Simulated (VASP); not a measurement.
# Al (Im-3m) in VASP: further runs

The runs below take Al through single point, with PBEsol.

Program: VASP 6.6.1. These are calculated values, not measurements. Logs are shortened: lines on timing, memory, paths and dates and some standing lists are left out, and cuts for length are marked.

### 1 The structure

It takes space group Im-3m (No. 229, cubic). The conventional cell has a = 3.182 Å, b = 3.182 Å, c = 3.182 Å, α = 90.00°, β = 90.00°, γ = 90.00°. Around Al (site symmetry m-3m) lie 8 Al at 2.76 Å.

This isn't the form of Al at room conditions, which is fcc.

### 2 Single point, PBEsol

Contents of INCAR:

```
ADDGRID = F
ALGO = Normal
EDIFF = 1E-5
ENCUT = 500
GGA = PS
ISIF = 2
ISMEAR = 1
LASPH = T
LCHARG = F
LREAL = F
LWAVE = F
NELM = 100
PREC = Accurate
SIGMA = 0.15
```

Contents of KPOINTS:

```
k-points
0
Gamma
  15 15 15
```

Contents of POSCAR:

```
Al
1.0
   -1.5912186900      1.5912186900      1.5912186900
    1.5912186900     -1.5912186900      1.5912186900
    1.5912186900      1.5912186900     -1.5912186900
Al
1
Direct
    0.0000000000      0.0000000000      0.0000000000
```

Potentials or basis: VASP PAW PBE potentials, release 64 (Al).

Command:

```
> cat potpaw_PBE.64/Al/POTCAR > POTCAR
> mpirun -np 1 vasp_std > vasp.out
```

OUTCAR:

```text
EDIFF = 1E-5
   ENCUT = 500
   GGA = PS
   ISIF = 2
   ISMEAR = 1
   LASPH = T
   LREAL = F
   NELM = 100
   PREC = Accurate

 Found    120 irreducible k-points:

 Following reciprocal coordinates:
            Coordinates               Weight
  0.000000  0.000000  0.000000      1.000000
  0.066667  0.000000  0.000000     12.000000
  0.133333  0.000000  0.000000     12.000000
  0.200000  0.000000  0.000000     12.000000
  0.266667  0.000000  0.000000     12.000000
  0.333333  0.000000  0.000000     12.000000
   k-points           NKPTS =    120   k-points in BZ     NKDIM =    120   number of bands    NBANDS=      5
   number of dos      NEDOS =    301   number of ions     NIONS =      1
   total plane-waves  NPLWV =   8000
   dimension x,y,z NGX =    20 NGY =   20 NGZ =   20
   dimension x,y,z NGXF=    40 NGYF=   40 NGZF=   40
   ions per type =               1
   NGX,Y,Z   is equivalent  to a cutoff of  12.06, 12.06, 12.06 a.u.
   NGXF,Y,Z  is equivalent  to a cutoff of  24.13, 24.13, 24.13 a.u.
 SYSTEM =  unknown system
   PREC   = accura    normal or accurate (medium, high low for compatibility)
   ISTART =      0    job   : 0-new  1-cont  2-samecut
   ICHARG =      2    charge: 1-file 2-atom 10-const
   ISPIN  =      1    spin polarized calculation?
   LNONCOLLINEAR =      F non collinear calculations
   LSORBIT =      F    spin-orbit coupling
   LASPH  =      T    aspherical Exc in radial PAW
   ENCUT  =  500.0 eV  36.75 Ry    6.06 a.u.   5.02  5.02  5.02*2*pi/ulx,y,z
   NELM   =    100;   NELMIN=  2; NELMDL= -5     # of ELM steps
   EDIFF  = 0.1E-04   stopping-criterion for ELM
   LREAL  =      F    real-space projection
   EDIFFG = 0.1E-03   stopping-criterion for IOM
   NSW    =      0    number of steps for IOM
   IBRION =     -1    ionic relax: 0-MD 1-quasi-New 2-CG
   NFREE  =      0    steps in history (QN), initial steepest desc. (CG)
   ISIF   =      2    stress and relaxation
   ISYM   =      2    0-nonsym 1-usesym 2-fastsym
   POTIM  = 0.5000    time-step for ionic-motion
   TEBEG  =    0.0;   TEEND  =   0.0 temperature during run
   PSTRESS=    0.0 pullay stress
   NELECT =       3.0000    total number of electrons
   NUPDOWN=      -1.0000    fix difference up-down
   EMIN   =  10.00;   EMAX   =-10.00  energy-range for DOS
   EFERMI =   0.00;   METHOD = LEGACY
   ISMEAR =     1;   SIGMA  =   0.15  broadening in eV -4-tet -1-fermi 0-gaus
   EFERMI_NEDOS =   21; number of points for ismear=-14 and -15
   IALGO  =     38    algorithm
   IMIX   =      4    mixing-type and parameters
     AMIX     =   0.40;   BMIX     =  1.00
     AMIX_MAG =   1.60;   BMIX_MAG =  1.00
  volume/ion in A,a.u.               =      16.12       108.75
  Fermi-wavevector in a.u.,A,eV,Ry     =   0.934757  1.766435 11.888371  0.873771
  Thomas-Fermi vector in A             =   2.061595
   LORBIT       =      0    0 simple, 1 ext, 2 COOP (PROOUT), +10 PAW based schemes
   GGA     = PS    functional components
   LHFCALC =     F    Hartree Fock is set to
   AEXX    =    0.0000 exact exchange contribution
   IVDW    =     0    specifies the selected vdW correction
   LEPSILON=     F    determine dielectric tensor
   LRPA    =     F    only Hartree local field effects (RPA)
 non-spin polarized calculation
 Methfessel and Paxton  Order N= 1 SIGMA  =   0.15
  energy-cutoff  :      500.00
  volume of cell :       16.12
 maximum number of plane-waves:       420
   NGX =  9   NGY =  9   NGZ =  9

 number of electron       3.0000000 magnetization

 Free energy of the ion-electron system (eV)
  ---------------------------------------------------
  ext. energy  EPLUGINS =         0.00000000
  ---------------------------------------------------
  free energy    TOTEN  =        -3.99154498 eV

  energy without entropy =       -3.99156618  energy(sigma->0) =       -3.99155205

 E-fermi :   8.2028     XC(G=0): -10.3470

 val. band max:        8.1786581222   @ k =  -0.4000   0.4000   0.2000
 cond. band min:       8.2134171823   @ k =   0.2667   0.2667   0.0000
 fundamental gap:      0.0347590601
 Fermi energy:         8.2028425189

 k-point     1 :       0.0000    0.0000    0.0000
  band No.  band energies     occupation
      1      -3.0915      2.00000
      2      21.5847      0.00000
      3      21.5847      0.00000
      4      21.5847      0.00000
      5      23.2262      0.00000

 k-point     2 :       0.0667    0.0000    0.0000
  band No.  band energies     occupation
      1      -2.9616      2.00000
      2      20.0558      0.00000
      3      20.7369      0.00000
      4      21.0624      0.00000
      5      22.6482      0.00000

 k-point     3 :       0.1333    0.0000    0.0000
  band No.  band energies     occupation
      1      -2.5726      2.00000
      2      17.3698      0.00000
      3      19.5813      0.00000
      4      20.0050      0.00000
      5      21.5802      0.00000

 k-point     4 :       0.2000    0.0000    0.0000
  band No.  band energies     occupation
      1      -1.9268      2.00000
      2      14.5775      0.00000
      3      18.5787      0.00000
      4      18.9242      0.00000
      5      20.5488      0.00000

 k-point     5 :       0.2667    0.0000    0.0000
  band No.  band energies     occupation
      1      -1.0277      2.00000
      2      11.9016      0.00000
      3      17.7708      0.00000
      4      17.9949      0.00000
      5      19.6850      0.00000

 k-point     6 :       0.3333    0.0000    0.0000
  band No.  band energies     occupation
      1       0.1197      2.00000
      2       9.4037     -0.00000
      3      17.1647      0.00000
      4      17.2751      0.00000
      5      19.0253      0.00000

 [... further k-points ...]

------------------------ aborting loop because EDIFF is reached ----------------------------------------

  FORCE on cell =-STRESS in cart. coord.  units (eV):
  Direction    XX          YY          ZZ          XY          YZ          ZX
  --------------------------------------------------------------------------------------
  -------------------------------------------------------------------------------------
  Total        0.2180326      0.2180326      0.2180326     -0.0000000     -0.0000000     -0.0000000
  in kB       21.6761629     21.6761629     21.6761629     -0.0000000     -0.0000000     -0.0000000
  external PRESSURE =      21.6761629 kB  Pullay stress =       0.0000000 kB

 VOLUME and BASIS-vectors are now :
 -----------------------------------------------------------------------------
  energy-cutoff  :      500.00
  volume of cell :       16.12
      direct lattice vectors                 reciprocal lattice vectors
    -1.591218690  1.591218690  1.591218690     0.000000000  0.314224565  0.314224565
     1.591218690 -1.591218690  1.591218690     0.314224565  0.000000000  0.314224565
     1.591218690  1.591218690 -1.591218690     0.314224565  0.314224565  0.000000000

 POSITION                                       TOTAL-FORCE (eV/Angst)
 -----------------------------------------------------------------------------------
      0.00000      0.00000      0.00000         0.000000     -0.000000      0.000000
 -----------------------------------------------------------------------------------
    total drift:                                0.000000      0.000000      0.000000

  FREE ENERGIE OF THE ION-ELECTRON SYSTEM (eV)
  ---------------------------------------------------
  free  energy   TOTEN  =        -3.9915449807 eV

  energy  without entropy=       -3.9915661833  energy(sigma->0) =       -3.99155205
```

It used 4.8 s of CPU time on 1 thread of Intel(R) Xeon(R) Platinum 8375C CPU @ 2.90GHz (Ice Lake) (shared host), which was overloaded at the time.

The run converged, but some of its settings lie outside the range that counts as converged, so its numbers aren't taken as properties of the crystal.

What came out:

* Free energy: -3.9915 eV
* Pressure: 2.2 GPa
* Band gap on the k mesh: none (metal or under the smearing width)

Caveat: the PAW data sets were made with another functional, which shifts forces and pressure a little.

### 3 Single point, PBEsol

INCAR is that of step 2.

KPOINTS is that of step 2.

Contents of POSCAR:

```
Al
1.0
   -1.5505220000      1.6151010000      1.5901740000
    1.5972310000     -1.6159030000      1.6376860000
    1.5218560000      1.5872370000     -1.5909760000
Al
1
Direct
   -0.0427450000     -0.0166940000     -0.0578530000
```

Potentials or basis: VASP PAW PBE potentials, release 64 (Al).

Command:

```
> cat potpaw_PBE.64/Al/POTCAR > POTCAR
> mpirun -np 1 vasp_std > vasp.out
```

Run time: 82 s. Hardware: 1 thread of Intel Xeon Platinum 8375C at 2.90GHz (Ice Lake), shared host; peak memory 0.23 GiB.

The run converged, but some of its settings lie outside the range that counts as converged, so its numbers aren't taken as properties of the crystal.

Results:

- Free energy: -3.9902 eV
- Pressure: 2.3 GPa
- Band gap on the k mesh: none (metal or under the smearing width)

Caveat: the PAW data sets were made with another functional, which shifts forces and pressure a little.

### 4 Single point, PBEsol

INCAR: that of step 3 with these lines changed.

```diff
@@ -2,4 +2,4 @@
 ALGO = Normal
-EDIFF = 1E-5
-ENCUT = 500
+EDIFF = 1E-7
+ENCUT = 400
 GGA = PS
```

Contents of KPOINTS:

```
k-points
0
Gamma
  18 18 18
```

Contents of POSCAR:

```
Al
1.0
   -1.5912186900      1.5912186900      1.5912186900
    1.5912186900     -1.5912186900      1.5912186900
    1.5912186900      1.5912186900     -1.5912186900
Al
1
Direct
    0.0000000000      0.0000000000      0.0000000000
```

Command:

```
> cat potpaw_PBE.64/Al/POTCAR > POTCAR
> mpirun -np 1 vasp_std > vasp.out
```

Run time: 14 s. Hardware: 1 thread of Intel Xeon Platinum 8375C at 2.90GHz (Ice Lake), shared host; peak memory 0.12 GiB.

These settings aren't checked as converged: the numbers below hold their error.

Results:

```yaml
Free_energy: -3.9916 eV
Pressure: 2.3 GPa
Band_gap_on_the_k_mesh: none (metal or under the smearing width)
```

Caveat: the PAW data sets were made with another functional, which shifts forces and pressure a little.

### 5 Single point, PBEsol

INCAR is that of step 4.

KPOINTS is that of step 4.

Contents of POSCAR:

```
Al
1.0
   -1.5505220000      1.6151010000      1.5901740000
    1.5972310000     -1.6159030000      1.6376860000
    1.5218560000      1.5872370000     -1.5909760000
Al
1
Direct
   -0.0427450000     -0.0166940000     -0.0578530000
```

Command:

```
> cat potpaw_PBE.64/Al/POTCAR > POTCAR
> mpirun -np 1 vasp_std > vasp.out
```

Run time: 2.3 min. Hardware: 1 thread of Intel Xeon Platinum 8375C at 2.90GHz (Ice Lake), shared host; peak memory 0.26 GiB.

These settings aren't checked as converged: the numbers below hold their error.

Results:

| Item | Value |
| --- | --- |
| Free energy | -3.9886 eV |
| Pressure | 2.3 GPa |
| Band gap on the k mesh | none (metal or under the smearing width) |

Caveat: the PAW data sets were made with another functional, which shifts forces and pressure a little.

### 6 Single point, PBEsol

INCAR: that of step 5 with these lines changed.

```diff
@@ -3,3 +3,3 @@
 EDIFF = 1E-7
-ENCUT = 400
+ENCUT = 600
 GGA = PS
```

Contents of KPOINTS:

```
k-points
0
Gamma
  15 15 15
```

Contents of POSCAR:

```
Al
1.0
   -1.5912186900      1.5912186900      1.5912186900
    1.5912186900     -1.5912186900      1.5912186900
    1.5912186900      1.5912186900     -1.5912186900
Al
1
Direct
    0.0000000000      0.0000000000      0.0000000000
```

Potentials or basis: VASP PAW PBE potentials, release 64 (Al).

Command:

```
> cat potpaw_PBE.64/Al/POTCAR > POTCAR
> mpirun -np 1 vasp_std > vasp.out
```

It took 15 s on 1 thread of Intel Xeon Platinum 8375C at 2.90GHz (Ice Lake), shared host; peak memory 0.13 GiB.

These settings aren't checked as converged: the numbers below hold their error.

What came out:

```yaml
Free_energy: -3.9916 eV
Pressure: 2.2 GPa
Band_gap_on_the_k_mesh: none (metal or under the smearing width)
```

Caveat: the PAW data sets were made with another functional, which shifts forces and pressure a little.

### 7 The reference run

An earlier run on the cell as given: functional PBEsol; potentials or basis VASP PAW PBE potentials, release 64 (Al); cutoff 520 eV; k mesh 12 × 12 × 12; occupations fermi-dirac, width 0.05 eV; no spin polarisation.

* Pressure: 2.3 GPa
* Band gap on the k mesh: none (metal or under the smearing width)
